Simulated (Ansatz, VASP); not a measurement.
Se: VASP beside Ansatz

File INCAR:

```
PREC = Accurate
ENCUT = 520
EDIFF = 1E-6
ISMEAR = -1
SIGMA = 0.03
LREAL = F
LASPH = T
NELM = 100
ALGO = Normal
ISIF = 2
LWAVE = F
LCHARG = F
GGA = PE
NBANDS = 16
```

File KPOINTS:

```
Automatic mesh
0
Gamma
  8 8 6
```

File POSCAR:

```
Se
1.0
    4.3987213744      0.0000000000      0.0000000000
   -2.1993606872      3.8094044544      0.0000000000
    0.0000000000      0.0000000000      4.9494500000
Se
3
Direct
    0.2170000000      0.0000000000      0.1666666667
    0.0000000000      0.2170000000      0.8333333333
    0.7830000000      0.7830000000      0.5000000000
```

Input for Ansatz:

```yaml
crystal:
  lattice:
    - [4.3987213744, 0.0, 0.0]
    - [-2.1993606872, 3.8094044544, 0.0]
    - [0.0, 0.0, 4.94945]
  atoms:
    - { symbol: Se, position: [0.217, 0.0, 0.1666666667] }
    - { symbol: Se, position: [0.0, 0.217, 0.8333333333] }
    - { symbol: Se, position: [0.783, 0.783, 0.5] }
kpoints:
  mp_grid: { grid: [8, 8, 6] }
  band_path:
    path:
      - [0.0, 0.0, 0.0]
      - [0.5, 0.0, 0.0]
      - [0.3333333333, 0.3333333333, 0.0]
      - [0.0, 0.0, 0.0]
      - [0.0, 0.0, 0.5]
      - [0.5, 0.0, 0.5]
      - [0.3333333333, 0.3333333333, 0.5]
      - [0.0, 0.0, 0.5]
      - [0.5, 0.0, 0.5]
    npoints: 5
scf:
  occupations: { method: fermi_dirac, width: 0.03 }
hamiltonian:
  xc: pbe
  pseudopotentials: { kind: all_electron, lapw: { basis_error: 0.0005 } }
output:
  forces: true
  stress: true
  eigenvalues: true
```

Change from the starting cell: equal xx and yy strain of +1 %.

Alike in both runs: task single point; functional PBE; k mesh 8 × 8 × 6; occupations fermi-dirac, width 0.03 eV; no spin polarisation.

|  | VASP | Ansatz |
| --- | --- | --- |
| version | VASP 6.6.1 | Ansatz 0.2.0 |
| potentials or method | VASP PAW PBE potentials, release 64 (Se) | all-electron LAPW, scalar-relativistic |
| plane-wave cutoff (eV) | 520 | see its input |

|  | VASP | Ansatz | Ansatz less VASP |
| --- | --- | --- | --- |
| gap on the k mesh at the Fermi level (eV) | 1.14 | 1.17 | +0.025 |
| pressure (GPa) | 4.6 | 4.4 | -0.17 |
| largest component of the traceless stress (GPa) | 1.61 | 1.54 | -0.074 |
| rms of the force components (eV/Å) | 0.561 | 0.533 | -0.0277 |

Atom by atom the forces differ by 0.028 eV/Å (rms over components). Ansatz ran all-electron here, so the differences hold the error of VASP's frozen core and of both bases.

A k mesh can miss the band edges.
